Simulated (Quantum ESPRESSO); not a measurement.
The system is Au.

```xyz
1
Lattice="0.0000 2.0350 2.0350 2.0350 0.0000 2.0350 2.0350 2.0350 0.0000" Properties=species:S:1:pos:R:3 pbc="T T T"
Au    0.0000    0.0000    0.0000
```

- Program: Quantum ESPRESSO 7.5
- Task: Wannier functions
- Functional: PBE
- Potentials or basis: GBRV 1.5 PBE
- Cutoff: 612 eV
- Density cutoff: 4898 eV
- k mesh: 9 × 9 × 9
- Occupations: fermi-dirac, width 0.05 eV
- Spin: no spin polarisation
- Mixing beta: 0.5
- Most SCF iterations: 120
- SCF threshold: 2e-10 Ry
- k mesh for the Wannier functions: 7 × 7 × 7
- Projections: Au spd

Start: atomic projections with disentanglement, frozen window up to 1.0 eV over the reference level. The reference level is the Fermi level, or the middle of the gap.

Question: With atomic projections with disentanglement, how many functions result, how localised are they, and how well do they interpolate the bands?

Answer: 9 functions with spreads from 0.82 to 0.94 Å², 8.2 Å² in all; they miss the direct bands by 100 meV (root mean square).

Wannier functions:
```csv
function,nearest atom,distance (Å),spread (Å²),on-site energy from the reference level (eV)
1,1 Au,0.61,0.90,2.87
2,1 Au,0.67,0.93,4.15
3,1 Au,0.62,0.90,2.95
4,1 Au,0.67,0.94,4.13
5,1 Au,0.67,0.93,4.16
6,1 Au,0.61,0.90,2.87
7,1 Au,0.01,0.82,-3.60
8,1 Au,0.67,0.93,4.15
9,1 Au,0.61,0.90,2.82
```

Parts of the spread (Å²): invariant 6.28, diagonal 0.002, off-diagonal 1.88, total 8.16. Against the direct bands the interpolation misses by 100 meV (root mean square) and 1028 meV at most, for states up to 1 eV over the reference level.

Caveat: spin-orbit coupling is left out, which moves the levels of the heavy elements.
